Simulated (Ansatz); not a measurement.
Consider the formal hydrolysis of a C–C bond: `CCCCCC1CCCC1` + H₂O → `CCCCO` + `CC1CCCC1`.

Gas-phase electronic energies from Ansatz, PBE0-D4/def2-TZVP geometries. CCSD(T)/CBS adds triple-zeta CCSD(T) − MP2 to the extrapolated MP2 energy (def2 sets, frozen cores). This one scheme is used for every species. Functionals use def2-TZVPP. Each species was taken in one conformer, which may not be the lowest.

(1) Is it downhill or uphill in electronic energy at CCSD(T)/CBS, and by how much? (Best estimate.)

(2) What do these levels give: r2SCAN-D4, B2PLYP, HF/def2-TZVPP, MP2/def2-TZVPP, CCSD/def2-TZVPP, MP2/def2-QZVPP? (Best estimate.)

Largest T1 diagnostic among the species: 0.009.

Answers

(1) Computed: Uphill: ΔE = +45.9 kJ/mol.

(2) The calculation gave: r2SCAN-D4 32.9, B2PLYP 28.3, HF/def2-TZVPP 12.3, MP2/def2-TZVPP 50.2, CCSD/def2-TZVPP 38.8, MP2/def2-QZVPP 52.5 kJ/mol.

From PBE to PBE0 (25 % exact exchange), in def2-TZVPP and without D4, ΔE moves by +3.6 kJ/mol. The D4 term adds +15.9 kJ/mol with B3LYP and +9.9 kJ/mol with PBE0; it sums over pairs of atoms, weighted by their polarisabilities, and B3LYP, whose exchange is more repulsive, gets the larger term.

B3LYP here is the variant with VWN-RPA as its local correlation; programs differ in this.
